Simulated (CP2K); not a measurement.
Runs of CP2K 2026.2 on Al2Pt. The structure is cubic, space group Fm-3m (No. 225). The conventional cell has a = 5.910 Å, b = 5.910 Å, c = 5.910 Å, α = 90.00°, β = 90.00°, γ = 90.00°. Around Pt (site symmetry m-3m) lie 8 Al at 2.56 Å. Al (site symmetry -43m) is surrounded by 4 Pt at 2.56 Å. 

```csv
task,level,potentials or basis,smearing,EPS_DEFAULT,NGRIDS,CUTOFF of the grids,points a segment of the path (NPOINTS),bands added on the path,gap on the mesh (eV),pressure (GPa),V0 of scaled cells (Å³/atom),B0 (GPa)
single point,PBE,"POTENTIAL_UZH Pt GTH-PBE-q18, Al GTH-PBE-q3; TZVP-MOLOPT-PBE-GTH basis",fermi-dirac 0.05 eV,1.0E-10,4,450 Ry,-,-,none,2.3,-,-
single point,PBEsol,"POTENTIAL_UZH Pt GTH-PBE-q18, Al GTH-PBE-q3; TZVP-MOLOPT-PBE-GTH basis",fermi-dirac 0.05 eV,1.0E-10,4,450 Ry,-,-,none,(b),-,-
band structure,r2SCAN,"POTENTIAL_UZH Pt GTH-SCAN-q18, Al GTH-SCAN-q3; TZVP-MOLOPT-SCAN-GTH basis",fermi-dirac 0.0259 eV,1.0E-10,4,675 Ry,6,4,none,-0.3,-,-
equation of state,PBEsol,"POTENTIAL_UZH Pt GTH-PBE-q18, Al GTH-PBE-q3; TZVP-MOLOPT-PBE-GTH basis",fermi-dirac 0.05 eV,1.0E-10,4,450 Ry,-,-,-,-,17.25,137
single point,PBE,"POTENTIAL_UZH Pt GTH-PBE-q18, Al GTH-PBE-q3; TZVP-MOLOPT-PBE-GTH basis",fermi-dirac 0.05 eV,1.0E-10,5,450 Ry,-,-,none,2.3,-,-
equation of state,PBE,"POTENTIAL_UZH Pt GTH-PBE-q18, Al GTH-PBE-q3; TZVP-MOLOPT-PBE-GTH basis",fermi-dirac 0.05 eV,1.0E-10,4,450 Ry,-,-,-,-,(a),130
band structure,LDA,"GTH_POTENTIALS Pt GTH-PADE-q18, Al GTH-PADE-q3; TZVP-MOLOPT-PBE-GTH basis",fermi-dirac 0.1 eV,1.0E-10,5,450 Ry,10,4,none,-9.3,-,-
equation of state,PBEsol,"POTENTIAL_UZH Pt GTH-PBE-q18, Al GTH-PBE-q3; TZVP-MOLOPT-PBE-GTH basis",fermi-dirac 0.0259 eV,1.0E-9,4,450 Ry,-,-,-,-,17.25,137
```

Alike in all rows: no spin polarisation; cell as given; k mesh 8 × 8 × 8.

Estimate the missing entries.

(a) 17.50; (b) 0.4.

Caveats: the basis of atomic orbitals isn't converged, which shifts pressures, moduli and gaps; the potentials were made for another functional, which shifts forces and pressure (some runs).

A k mesh can miss the band edges, and the runs leave out spin-orbit coupling on Pt.

A gap of «none» marks a metal or a gap under the smearing width.

Not every run made on this cell is shown here.
